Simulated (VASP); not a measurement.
**Tl: core levels with rev-vdW-DF2**

The system is Tl.

```
Tl
1.0
     3.91199    0.00000    0.00000
     0.00000    3.91199    0.00000
     0.00000    0.00000    3.91199
Tl
2
Cartesian
  0.0000 0.0000 0.0000
  1.9560 1.9560 1.9560
```

This isn't the form of Tl at room conditions, which is hcp.

```json
{
  "Program": "VASP 6.6.1",
  "Task": "core levels",
  "Functional": "rev-vdW-DF2",
  "Potentials or basis": "VASP PAW PBE potentials, release 64 (Tl_d)",
  "Cutoff": "520 eV",
  "k mesh": "7 × 7 × 7",
  "Occupations": "methfessel-paxton, width 0.2 eV",
  "Spin": "no spin polarisation",
  "Further INCAR settings": "ALGO = Normal; EDIFF = 1e-07"
}
```

| Quantity | Value |
| --- | --- |
| Pressure | -0.1 GPa |
| Band gap on the k mesh | none (metal or under the smearing width) |

Levels at points of the mesh, in eV from the Fermi level:
```tsv
k point	band 9	band 10	band 11	band 12	band 13	band 14	band 15	band 16	band 17
(0.00, 0.00, 0.00)	-11.17	-11.17	-9.92	-2.10	1.26	1.26	1.26	6.33	6.33
```

Core levels (eV, on the scale of the bands):
| atom | levels |
| --- | --- |
| 1 Tl | 1s -85584.1, 2s -15227.0, 2p -13090.7, 3s -3626.8, 3p -3012.3, 3d -2376.9, 4s -801.5, 4p -600.1, 4d -364.5, 4f -103.7, 5s -120.6, 5p -65.7 |
| 2 Tl | 1s -85584.1, 2s -15227.0, 2p -13090.7, 3s -3626.8, 3p -3012.3, 3d -2376.9, 4s -801.5, 4p -600.1, 4d -364.5, 4f -103.7, 5s -120.6, 5p -65.7 |

Run time: 40 s on 1 thread of Intel(R) Xeon(R) Platinum 8488C (Sapphire Rapids), on a shared host, peak memory 0.35 GiB.

Caveat: the PAW data sets were made with another functional, which shifts forces and pressure a little. The run has no spin-orbit coupling, so splittings on Tl are missing.
